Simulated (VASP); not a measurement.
# Ta (Im-3m) in VASP: notebook, part 2 of 2

VASP 6.6.1.

**3. Relaxation of cell and atoms, LDA**

This run uses another cell than the first one, of 17.28 Å³/atom, 0.959 times its volume.

The input, INCAR:

```
ALGO = Normal
EDIFF = 1E-7
EDIFFG = -0.002
ENCUT = 520
GGA = CA
IBRION = 2
ISIF = 3
ISMEAR = 0
LASPH = T
LCHARG = F
LREAL = F
LWAVE = F
NELM = 80
NSW = 80
PREC = Accurate
SIGMA = 0.1
```

The input, KPOINTS:

```
k-points
0
Gamma
  18 18 18
```

The input, POSCAR:

```
Ta                                      
1.0
   -1.6285576322      1.6285576322      1.6285576322
    1.6285576322     -1.6285576322      1.6285576322
    1.6285576322      1.6285576322     -1.6285576322
  Ta            
     1
Direct
     0.0000000000000000    0.0000000000000000    0.0000000000000000
```

Potentials or basis: VASP PAW LDA potentials, release 64 (Ta_pv).

Run with:

```sh
$ cat potpaw_LDA.64/Ta_pv/POTCAR > POTCAR
$ mpirun -np 1 vasp_std > vasp.out
```

OUTCAR:

```text
EDIFF = 1E-7
   EDIFFG = -0.002
   ENCUT = 520
   GGA = CA
   IBRION = 2
   ISIF = 3
   ISMEAR = 0
   LASPH = T
   LREAL = F
   NELM = 80
   NSW = 80
   PREC = Accurate

 ion  position               nearest neighbor table
   1  0.000  0.000  0.000-

  LATTYP: Found a body centered cubic cell.
 ALAT       =     3.2571152644

  Lattice vectors:

 A1 = (  -1.6285576322,   1.6285576322,   1.6285576322)
 A2 = (   1.6285576322,  -1.6285576322,   1.6285576322)
 A3 = (   1.6285576322,   1.6285576322,  -1.6285576322)

Analysis of symmetry for initial positions (statically):
=====================================================================
 Subroutine PRICEL returns:
 Original cell was already a primitive cell.

 Routine SETGRP: Setting up the symmetry group for a
 body centered cubic supercell.

 Subroutine GETGRP returns: Found 48 space group operations
 (whereof 48 operations were pure point group operations)
 out of a pool of 48 trial point group operations.

The static configuration has the point symmetry O_h .

Analysis of symmetry for dynamics (positions and initial velocities):
=====================================================================
 Subroutine PRICEL returns:
 Original cell was already a primitive cell.

 Routine SETGRP: Setting up the symmetry group for a
 body centered cubic supercell.

 Subroutine GETGRP returns: Found 48 space group operations
 (whereof 48 operations were pure point group operations)
 out of a pool of 48 trial point group operations.

The dynamic configuration has the point symmetry O_h .

 Subroutine INISYM returns: Found 48 space group operations
 (whereof 48 operations are pure point group operations),
 and found     1 'primitive' translations

----------------------------------------------------------------------------------------

                                     Primitive cell

  volume of cell :      17.2770

  direct lattice vectors                    reciprocal lattice vectors
    -1.628557632  1.628557632  1.628557632     0.000000000  0.307020145  0.307020145
     1.628557632 -1.628557632  1.628557632     0.307020145  0.000000000  0.307020145
     1.628557632  1.628557632 -1.628557632     0.307020145  0.307020145  0.000000000

  length of vectors
     2.820744562  2.820744562  2.820744562     0.434192053  0.434192053  0.434192053

  position of ions in fractional coordinates (direct lattice)
     0.000000000  0.000000000  0.000000000

  ion indices of the primitive-cell ions
   primitive index   ion index
                 1           1

----------------------------------------------------------------------------------------

 KPOINTS: k-points

Automatic generation of k-mesh.
 Grid dimensions read from file:
 generate k-points for:   18   18   18

 Generating k-lattice:

  Cartesian coordinates                     Fractional coordinates (reciprocal lattice)
     0.000000000  0.017056675  0.017056675     0.055555556  0.000000000  0.000000000
     0.017056675  0.000000000  0.017056675     0.000000000  0.055555556  0.000000000
     0.017056675  0.017056675  0.000000000     0.000000000  0.000000000  0.055555556

  Length of vectors
     0.024121781  0.024121781  0.024121781

  Shift w.r.t. Gamma in fractional coordinates (k-lattice)
     0.000000000  0.000000000  0.000000000

 Subroutine IBZKPT returns following result:
 ===========================================

 Found    195 irreducible k-points:

 Following reciprocal coordinates:
            Coordinates               Weight
  0.000000  0.000000  0.000000      1.000000
  0.055556  0.000000  0.000000     12.000000
  0.111111  0.000000  0.000000     12.000000
  0.166667  0.000000  0.000000     12.000000
  0.222222  0.000000  0.000000     12.000000
  0.277778  0.000000  0.000000     12.000000
[... 16 lines left out ...]
  0.333333  0.111111 -0.000000     48.000000
  0.388889  0.111111 -0.000000     48.000000
 [... further k-points ...]
   k-points           NKPTS =    195   k-points in BZ     NKDIM =    195   number of bands    NBANDS=      9
   number of dos      NEDOS =    301   number of ions     NIONS =      1
   total plane-waves  NPLWV =  13824
   dimension x,y,z NGX =    24 NGY =   24 NGZ =   24
   dimension x,y,z NGXF=    48 NGYF=   48 NGZF=   48
   ions per type =               1
   NGX,Y,Z   is equivalent  to a cutoff of  14.14, 14.14, 14.14 a.u.
   NGXF,Y,Z  is equivalent  to a cutoff of  28.29, 28.29, 28.29 a.u.
 SYSTEM =  unknown system
   PREC   = accura    normal or accurate (medium, high low for compatibility)
   ISTART =      0    job   : 0-new  1-cont  2-samecut
   ICHARG =      2    charge: 1-file 2-atom 10-const
   ISPIN  =      1    spin polarized calculation?
   LNONCOLLINEAR =      F non collinear calculations
   LSORBIT =      F    spin-orbit coupling
   LASPH  =      T    aspherical Exc in radial PAW
   ENCUT  =  520.0 eV  38.22 Ry    6.18 a.u.   5.24  5.24  5.24*2*pi/ulx,y,z
   NELM   =     80;   NELMIN=  2; NELMDL= -5     # of ELM steps
   EDIFF  = 0.1E-06   stopping-criterion for ELM
   LREAL  =      F    real-space projection
   EDIFFG = -.2E-02   stopping-criterion for IOM
   NSW    =     80    number of steps for IOM
   IBRION =      2    ionic relax: 0-MD 1-quasi-New 2-CG
   NFREE  =      1    steps in history (QN), initial steepest desc. (CG)
   ISIF   =      3    stress and relaxation
   ISYM   =      2    0-nonsym 1-usesym 2-fastsym
   POTIM  = 0.5000    time-step for ionic-motion
   TEBEG  =    0.0;   TEEND  =   0.0 temperature during run
   PSTRESS=    0.0 pullay stress
   NELECT =      11.0000    total number of electrons
   NUPDOWN=      -1.0000    fix difference up-down
   EMIN   =  10.00;   EMAX   =-10.00  energy-range for DOS
   EFERMI =   0.00;   METHOD = LEGACY
   ISMEAR =     0;   SIGMA  =   0.10  broadening in eV -4-tet -1-fermi 0-gaus
   EFERMI_NEDOS =   21; number of points for ismear=-14 and -15
   IALGO  =     38    algorithm
   IMIX   =      4    mixing-type and parameters
     AMIX     =   0.40;   BMIX     =  1.00
     AMIX_MAG =   1.60;   BMIX_MAG =  1.00
  volume/ion in A,a.u.               =      17.28       116.59
  Fermi-wavevector in a.u.,A,eV,Ry     =   1.408367  2.661428 26.987134  1.983498
  Thomas-Fermi vector in A             =   2.530532
   LORBIT       =      0    0 simple, 1 ext, 2 COOP (PROOUT), +10 PAW based schemes
   GGA     = CA    functional components
   LHFCALC =     F    Hartree Fock is set to
   AEXX    =    0.0000 exact exchange contribution
   IVDW    =     0    specifies the selected vdW correction
   LEPSILON=     F    determine dielectric tensor
   LRPA    =     F    only Hartree local field effects (RPA)
 conjugate gradient relaxation of ions
 non-spin polarized calculation
 Gauss-broadening in eV      SIGMA  =   0.10
  energy-cutoff  :      520.00
  volume of cell :       17.28
 maximum number of plane-waves:       478
 NGX is ok and might be reduce to    24
   NGX = 11   NGY = 11   NGZ = 11

 number of electron      11.0000000 magnetization

 Free energy of the ion-electron system (eV)
  ---------------------------------------------------
  ext. energy  EPLUGINS =         0.00000000
  ---------------------------------------------------
  free energy    TOTEN  =       -12.83297756 eV

  energy without entropy =      -12.82721238  energy(sigma->0) =      -12.83009497

 E-fermi :   5.7478     XC(G=0): -13.0086

 val. band max:        5.7477583566   @ k =  -0.3333   0.3333   0.1667
 cond. band min:       5.7588881318   @ k =  -0.2222   0.2222   0.1667
 fundamental gap:      0.0111297751
 Fermi energy:         5.7477710794

 k-point     1 :       0.0000    0.0000    0.0000
  band No.  band energies     occupation
      1     -26.9852      2.00000
      2     -26.9852      2.00000
      3     -26.9852      2.00000
      4      -2.2475      2.00000
      5       6.4176      0.00000
      6       6.4176      0.00000
      7       6.4176      0.00000
      8       9.8269      0.00000
      9       9.8269      0.00000

 k-point     2 :       0.0556    0.0000    0.0000
  band No.  band energies     occupation
      1     -27.0307      2.00000
      2     -26.9989      2.00000
      3     -26.9854      2.00000
      4      -2.1006      2.00000
      5       6.3224      0.00000
      6       6.3924      0.00000
      7       6.5611      0.00000
      8       9.6681      0.00000
      9       9.8267      0.00000
[... 253 lines left out ...]
 k-point    24 :       0.3889    0.1111   -0.0000
  band No.  band energies     occupation
      1     -28.2703      2.00000
      2     -27.4631      2.00000
      3     -27.0557      2.00000
      4       1.6177      2.00000
      5       4.1777      2.00000
      6       6.6278      0.00000
      7       9.5988      0.00000
      8      10.9674      0.00000
      9      14.0301      0.00000

 [... further k-points ...]
[... 5 lines left out ...]
  --------------------------------------------------------------------------------------
  -------------------------------------------------------------------------------------
  Total       -0.0006292     -0.0006292     -0.0006292      0.0000000     -0.0000000      0.0000000
  in kB       -0.0583488     -0.0583488     -0.0583488      0.0000000     -0.0000000      0.0000000
  external PRESSURE =      -0.0583488 kB  Pullay stress =       0.0000000 kB

 VOLUME and BASIS-vectors are now :
 -----------------------------------------------------------------------------
  energy-cutoff  :      520.00
  volume of cell :       17.28
      direct lattice vectors                 reciprocal lattice vectors
    -1.628557632  1.628557632  1.628557632     0.000000000  0.307020145  0.307020145
     1.628557632 -1.628557632  1.628557632     0.307020145  0.000000000  0.307020145
     1.628557632  1.628557632 -1.628557632     0.307020145  0.307020145  0.000000000

 POSITION                                       TOTAL-FORCE (eV/Angst)
 -----------------------------------------------------------------------------------
      0.00000      0.00000      0.00000        -0.000000      0.000000     -0.000000
 -----------------------------------------------------------------------------------
    total drift:                                0.000000      0.000000     -0.000000

  FREE ENERGIE OF THE ION-ELECTRON SYSTEM (eV)
  ---------------------------------------------------
  free  energy   TOTEN  =       -12.8329775644 eV

  energy  without entropy=      -12.8272123785  energy(sigma->0) =      -12.83009497

 reached required accuracy - stopping structural energy minimisation
```

It took 18 s on 1 thread of Intel Xeon Platinum 8488C (Sapphire Rapids), shared host; peak memory 0.15 GiB.

Results:

| Quantity | Value |
| --- | --- |
| Free energy | -12.8330 eV |
| Pressure after relaxing | 0.0 GPa |
| Band gap on the k mesh | none (metal or under the smearing width) |

Final structure:
```
CELL_PARAMETERS angstrom
-1.62856 1.62856 1.62856
1.62856 -1.62856 1.62856
1.62856 1.62856 -1.62856
ATOMIC_POSITIONS crystal
Ta 0.00000 0.00000 0.00000
```

Caveat: the relaxation stopped at its first step, so nothing moved. Spin-orbit coupling is left out, which matters for the levels of Ta.

**4. Vibrations by finite differences, LDA**

This run uses another cell than the first one, of 17.28 Å³/atom, 0.959 times its volume.

The input, INCAR:

```
SYSTEM = Ta
PREC = Accurate
ENCUT = 520
EDIFF = 1E-8
ISMEAR = 0
SIGMA = 0.1
LREAL = .False.
LASPH = .True.
NELM = 80
ALGO = Normal
ISIF = 3
LWAVE = .False.
LCHARG = .False.
GGA = CA
IBRION = 6
NFREE = 2
POTIM = 0.015
NSW = 1
```

The input, KPOINTS:

```
Automatic mesh
0
Gamma
  18 18 18
  0 0 0
```

POSCAR is that of step 3.

Potentials or basis: VASP PAW LDA potentials, release 64 (Ta_pv).

Run with:

```sh
$ cat potpaw_LDA.64/Ta_pv/POTCAR > POTCAR
$ mpirun -np 1 vasp_std > vasp.out
```

OUTCAR:

```text
SYSTEM = Ta
   PREC = Accurate
   ENCUT = 520
   EDIFF = 1E-8
   ISMEAR = 0
   LREAL = .False.
   LASPH = .True.
   NELM = 80
   ISIF = 3
   GGA = CA
   IBRION = 6
   NFREE = 2
   POTIM = 0.015
   NSW = 1

 ion  position               nearest neighbor table
   1  0.000  0.000  0.000-

  LATTYP: Found a body centered cubic cell.
 ALAT       =     3.2571152644

  Lattice vectors:

 A1 = (  -1.6285576322,   1.6285576322,   1.6285576322)
 A2 = (   1.6285576322,  -1.6285576322,   1.6285576322)
 A3 = (   1.6285576322,   1.6285576322,  -1.6285576322)

Analysis of symmetry for initial positions (statically):
[... 697 lines left out ...]
  y    -0.00000    -0.00000     0.00000     0.00000     0.00000     0.00000
  z     0.00000    -0.00000    -0.00000     0.00000    -0.00000    -0.00000

 INTERNAL STRAIN TENSORS FROM DISPLACED ATOMS
 ============================================

 INTERNAL STRAIN TENSOR FOR ION    1 for displacements in x,y,z  (eV/Angst):
          X           Y           Z          XY          YZ          ZX
  --------------------------------------------------------------------------------
  x     0.00000     0.00000     0.00000     0.00000     0.00000     0.00000
  y     0.00000     0.00000     0.00000     0.00000     0.00000     0.00000
  z     0.00000     0.00000     0.00000     0.00000     0.00000     0.00000

 Eigenvectors and eigenvalues of the dynamical matrix
 ----------------------------------------------------

   1 f/i=    0.000000 THz     0.000000 2PiTHz    0.000000 cm-1     0.000000 meV
             X         Y         Z           dx          dy          dz
      0.000000  0.000000  0.000000     0.707107   -0.707107    0.000000

   2 f/i=    0.000000 THz     0.000000 2PiTHz    0.000000 cm-1     0.000000 meV
             X         Y         Z           dx          dy          dz
      0.000000  0.000000  0.000000     0.000000    0.000000    1.000000

   3 f/i=    0.000000 THz     0.000000 2PiTHz    0.000000 cm-1     0.000000 meV
             X         Y         Z           dx          dy          dz
      0.000000  0.000000  0.000000    -0.707107   -0.707107    0.000000

--------------------------------------------------------------------------------------------------------

 ELASTIC MODULI CONTR FROM IONIC RELAXATION (kBar)
 Direction    XX          YY          ZZ          XY          YZ          ZX
 --------------------------------------------------------------------------------
 XX           0.0000      0.0000      0.0000      0.0000      0.0000      0.0000
 YY           0.0000      0.0000      0.0000      0.0000      0.0000      0.0000
 ZZ           0.0000      0.0000      0.0000      0.0000      0.0000      0.0000
 XY           0.0000      0.0000      0.0000      0.0000      0.0000      0.0000
 YZ           0.0000      0.0000      0.0000      0.0000      0.0000      0.0000
 ZX           0.0000      0.0000      0.0000      0.0000      0.0000      0.0000
 --------------------------------------------------------------------------------

 TOTAL ELASTIC MODULI (kBar)
 Direction    XX          YY          ZZ          XY          YZ          ZX
 --------------------------------------------------------------------------------
 XX        3085.6319   1788.6929   1788.6929     -0.0000     -0.0000      0.0000
 YY        1788.6929   3085.6319   1788.6929     -0.0000      0.0000     -0.0000
 ZZ        1788.6929   1788.6929   3085.6319     -0.0000     -0.0000     -0.0000
 XY          -0.0000     -0.0000     -0.0000    781.3627      0.0000     -0.0000
 YZ          -0.0000      0.0000     -0.0000      0.0000    781.3627      0.0000
 ZX           0.0000     -0.0000     -0.0000     -0.0000      0.0000    781.3627
 --------------------------------------------------------------------------------
```

OSZICAR:

```text
N       E                     dE             d eps       ncg     rms          rms(c)
DAV:   1     0.452072646247E+02    0.45207E+02   -0.66849E+03  3526   0.118E+03
DAV:   2    -0.126074350276E+02   -0.57815E+02   -0.56952E+02  4580   0.246E+02
DAV:   3    -0.132925087973E+02   -0.68507E+00   -0.65447E+00  4093   0.261E+01
[... 14 lines left out ...]
DAV:   3    -0.128329759770E+02    0.35732E-03   -0.12434E-03  4121   0.407E-01    0.133E-02
DAV:   4    -0.128329763931E+02   -0.41611E-06   -0.95749E-05  3866   0.112E-01    0.482E-03
DAV:   5    -0.128329774546E+02   -0.10615E-05   -0.21090E-06  3857   0.174E-02    0.117E-03
DAV:   6    -0.128329776861E+02   -0.23153E-06   -0.71498E-08  3813   0.324E-03    0.372E-04
DAV:   7    -0.128329777701E+02   -0.83946E-07   -0.51232E-09  2342   0.898E-04    0.158E-05
DAV:   8    -0.128329777690E+02    0.10841E-08   -0.42659E-10  1840   0.274E-04
  15 F= -.12832978E+02 E0= -.12830095E+02  d E =-.576521E-02
```

stdout:

```text
POSCAR found type information on POSCAR Ta
 POSCAR found :  1 types and       1 ions
 scaLAPACK will be used
 LDA part: xc-table for (Slater(with rela. corr.)+CA(PZ))
 , standard interpolation
 POSCAR, INCAR and KPOINTS ok, starting setup
 FFT: planning ... GRIDC
 FFT: planning ... GRID_SOFT
 FFT: planning ... GRID
 WAVECAR not read
 entering main loop
 Found     1 degrees of freedom:
 Adding 6 more for cell shape distortion
 Finite differences POTIM= 0.01500 DOF=   7
 bond charge predicted
 Finite differences progress:
 bond charge predicted
 Finite differences progress:
 bond charge predicted
 Finite differences progress:
 bond charge predicted
 Finite differences progress:
 bond charge predicted
 Finite differences progress:
 bond charge predicted
 Finite differences progress:
 bond charge predicted
 Finite differences progress:
 bond charge predicted
 Finite differences progress:
 bond charge predicted
 Finite differences progress:
 bond charge predicted
 Finite differences progress:
 bond charge predicted
 Finite differences progress:
 bond charge predicted
 Finite differences progress:
 bond charge predicted
 Finite differences progress:
 bond charge predicted
 Finite differences progress:
```

It took 10 min on 1 thread of Intel Xeon Platinum 8488C (Sapphire Rapids), shared host; peak memory 0.55 GiB.

What came out:

```yaml
Elastic_constants_C11_C12_C44: 309, 179, 78 GPa
Voigt_bulk_modulus: 222 GPa
```

Elastic tensor in Voigt notation (GPa, in the Cartesian axes of the cell as first typed):
```
309 179 179   0   0   0
179 309 179   0   0   0
179 179 309   0   0   0
  0   0   0  78   0   0
  0   0   0   0  78   0
  0   0   0   0   0  78
```

Clamped-ion elastic tensor (GPa):
```
309 179 179   0   0   0
179 309 179   0   0   0
179 179 309   0   0   0
  0   0   0  78   0   0
  0   0   0   0  78   0
  0   0   0   0   0  78
```

Caveat: elastic constants of metals need much finer meshes, so these are rough. The run has no spin-orbit coupling, so splittings on Ta are missing.
